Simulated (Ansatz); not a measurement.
**I under changes of volume**

One of the cells (40.553 Å³/atom); the others are scaled copies at fixed shape and fractional positions:

```
CELL_PARAMETERS angstrom
0.00000 2.36560 3.90984
2.19225 0.00000 3.90984
2.19225 2.36560 0.00000
ATOMIC_POSITIONS crystal
I 0.00000 0.00000 0.00000
```

| Item | Value |
| --- | --- |
| Program | Ansatz 0.2.0 |
| Functional | PBE |
| Potentials or basis | all-electron LAPW, scalar-relativistic |
| Cutoff | 176 eV (chosen from the basis error) |
| Basis error allowed | 0.0005 eV/atom |
| k mesh | 9 × 9 × 9 |
| Occupations | fermi-dirac, width 0.05 eV |
| Spin | no spin polarisation |

| volume (Å³/atom) | energy over the lowest point (meV/atom) | pressure (GPa) |
| --- | --- | --- |
| 38.120 | 21.41 | 2.4 |
| 38.931 | 11.33 | 1.7 |
| 39.742 | 4.66 | 1.0 |
| 40.553 | ? | ? |
| 41.364 | 0.00 | 0.0 |
| 42.175 | 1.36 | -0.5 |
| 42.986 | 4.79 | -0.8 |

Problem. What does the run at 40.553 Å³/atom give?

Solution. Energy over the lowest point 0.99 meV/atom; pressure 0.5 GPa.

Worked out: A Birch-Murnaghan fit of order 3 (a polynomial in V^(-2/3)) to the other rows has its minimum at 41.29 Å³/atom with B0 = V·E''(V) = 24 GPa and B' = 5.3 at fixed shape and positions, which overstates the stiffness. It gives 1.00 meV/atom at 40.553 Å³/atom, against the run's 0.99, and -dE/dV = 0.4 GPa, against 0.5.

Energies are extrapolated to zero smearing.

Caveats: an odd number of electrons without spin polarisation forces a metal; a magnetic or distorted state may lie lower.
